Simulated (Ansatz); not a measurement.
A (111) slab of ZrN (Fm-3m (No. 225)), 10 planes, outer planes Zr (top) and N (bottom), with 10 atoms (Zr5N5) in a surface cell of A = 8.973 Å², as cut from the bulk:

```xyz
10
Lattice="3.2189 0.0000 0.0000 -1.6094 2.7876 0.0000 0.0000 0.0000 26.8269" Properties=species:S:1:pos:R:3 pbc="T T T"
N     0.0000    1.8584    7.5000
Zr    1.6094    0.9292    8.8141
N     0.0000    0.0000   10.1282
Zr    0.0000    1.8584   11.4423
N     1.6094    0.9292   12.7564
Zr    0.0000    0.0000   14.0705
N     0.0000    1.8584   15.3846
Zr    1.6094    0.9292   16.6987
N     0.0000    0.0000   18.0128
Zr    0.0000    1.8584   19.3269
```

The calculation used DFT PBEsol, scalar-relativistic, plane waves, PAW (Ansatz). Plane waves to 420 eV, a k mesh through Γ of 12×12×1 on the computed 10-atom cell and Gaussian smearing (0.10 eV); no spin polarisation. A dipole correction removes the field between periodic images along c.

Against the same 10 atoms in the bulk, the slab as cut lies 5.425 eV higher and the relaxed slab 3.601 eV higher.

(1) Work out the surface energy before and after relaxation.

(2) What is the ideal work of this cut, per area?

Spin polarisation was left out, and a magnetic state may lie lower.

Results:

(1) The slab has two faces, so γ = (E_slab − N·E_bulk)/(2A), the mean of both. As cut: 5.425/(2 × 8.973) = 0.3023 eV/Å², and 1 eV/Å² = 16.02 J/m², so γ = 4.84 J/m². Relaxed: 3.601/(2 × 8.973) = 0.2007 eV/Å² = 3.21 J/m². Relaxation recovers 34 % of the cost of cutting.

(2) Griffith's ideal work is 2γ: 9.69 J/m² if the new faces stay rigid, 6.43 J/m² if they relax. One thickness was run, 10 planes, so γ can still shift with it.